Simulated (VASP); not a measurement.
Runs of VASP 6.6.1 on BN. It takes space group R3m (No. 160, trigonal). Conventional cell: a = 2.502 Å, b = 2.502 Å, c = 10.119 Å, α = 90.00°, β = 90.00°, γ = 120.00°. Around N (site symmetry 3m) lie 3 B at 1.44 Å. B (site symmetry 3m) has 3 N at 1.44 Å as nearest neighbours. The cell is a database's computed one.

```csv
task,level,cell,cutoff (eV),smearing,gap on the mesh (eV),pressure (GPa),relaxed volume (Å³/atom),largest force (eV/Å)
relaxation of cell and atoms,revPBE,relaxed,600,fermi-dirac 0.05 eV,(a),-0.1,(d),0.01
band structure,revPBE,as given,520,fermi-dirac 0.05 eV,4.36,(c),-,-
band structure,BLYP,as given,520,fermi-dirac 0.05 eV,4.35,-,-,-
band structure,AM05,as given,520,fermi-dirac 0.05 eV,(b),-,-,-
relaxation of cell and atoms,PW91,relaxed,600,fermi-dirac 0.05 eV,4.49,0.2,10.47,0.02
single point,PBE,as given,520,gaussian 0.011 eV,4.28,3.6,-,-
band structure,PW91,as given,520,fermi-dirac 0.05 eV,4.28,-,-,-
relaxation of cell and atoms,AM05,relaxed,600,fermi-dirac 0.05 eV,4.46,0.0,10.51,-
relaxation of cell and atoms,BLYP,relaxed,600,fermi-dirac 0.05 eV,4.41,-0.1,10.96,-
```

Alike in all rows: potentials or basis VASP PAW PBE potentials, release 64 (N, B); no spin polarisation; k mesh 12 × 12 × 12.

Question: Estimate the missing entries.

Answer: (a) 4.59; (b) 4.23; (c) 6.6; (d) 11.03.

Caveats: the PAW data sets were made with another functional, which shifts forces and pressure a little (some runs); the volume moved by over 15 % at a fixed basis, so the end points are rough (some runs).

A k mesh can miss the band edges.
